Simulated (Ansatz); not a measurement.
The system is As.

```xyz
2
Lattice="1.8808 1.0859 3.5141 -1.8808 1.0859 3.5141 0.0000 -2.1718 3.5141" Properties=species:S:1:pos:R:3 pbc="T T T"
As    0.0000    0.0000    2.3825
As    0.0000    0.0000    8.1597
```

| Property | Result |
| --- | --- |
| Program | Ansatz 0.2.0 |
| Task | relaxation of cell and atoms |
| Functional | PBEsol |
| Potentials or basis | all-electron LAPW, scalar-relativistic |
| Basis error allowed | 0.001 eV/atom |
| k mesh | 9 × 9 × 9 |
| Occupations | fermi-dirac, width 0.05 eV |
| Spin | no spin polarisation |

At the start: volume 21.53 Å³/atom.

Problem. Where does the relaxation end?

Solution. Over 6 steps the energy falls by 8.9 meV/atom and the volume is 20.88 Å³/atom (-3.0 %); space group R-3m (No. 166, to 0.05 Å).

The path:
```
step  energy change (eV)  largest force (eV/Å)  volume (Å³)
   1              0.0000                0.3678        43.06
   2             -0.0047                0.2081        41.12
   3             -0.0161                0.0761        42.00
   4             -0.0176                0.0094        41.89
   5             -0.0177                0.0023        41.75
   6             -0.0177                0.0023        41.75
```

Final structure:
```cif
data_structure
_symmetry_space_group_name_H-M 'P 1'
_symmetry_Int_Tables_number 1
_cell_length_a 4.0139
_cell_length_b 4.0139
_cell_length_c 4.0139
_cell_angle_alpha 56.244
_cell_angle_beta 56.244
_cell_angle_gamma 56.244
_cell_volume 41.75
loop_
_atom_site_label
_atom_site_type_symbol
_atom_site_fract_x
_atom_site_fract_y
_atom_site_fract_z
_atom_site_occupancy
As1 As 0.22997 0.22997 0.22997 1
As2 As 0.77003 0.77003 0.77003 1
```
